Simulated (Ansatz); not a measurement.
Crystal: CuO, rock salt type, 2 atoms in the cell.

Theory: r²SCAN, plane waves, PAW datasets (generated hard set) in Ansatz.

Cutoff 700 eV; k-mesh 14×14×14 Γ-centred; Fermi–Dirac smearing of 0.1 eV; no spin polarisation.

| V (Å³/atom) | a (Å) | E − E(min) (meV/atom) | P (GPa) |
| --- | --- | --- | --- |
| 8.789 | 4.1274 | 10.62 | 9.78 |
| 9.075 | 4.1717 | 0.00 | 2.31 |
| 9.362 | 4.2152 | 1.62 | -3.95 |
| 9.648 | 4.2578 | 13.51 | -9.20 |
| 9.935 | 4.2995 | 34.01 | -13.59 |

Question: Fit a third-order Birch–Murnaghan equation of state to the energies.

Answer: V₀ = 9.175 Å³/atom (a₀ = 4.187 Å), B₀ = 205 GPa, B₀′ = 4.64.

The stress includes the program's correction for the finite plane-wave basis.

This cubic structure is a model: it isn't the usual form of the substance at ambient conditions, and such phases are metastable or hypothetical. Spin polarisation is left out, and a magnetic state may lie lower. Potentials made with PBE were used with another functional.
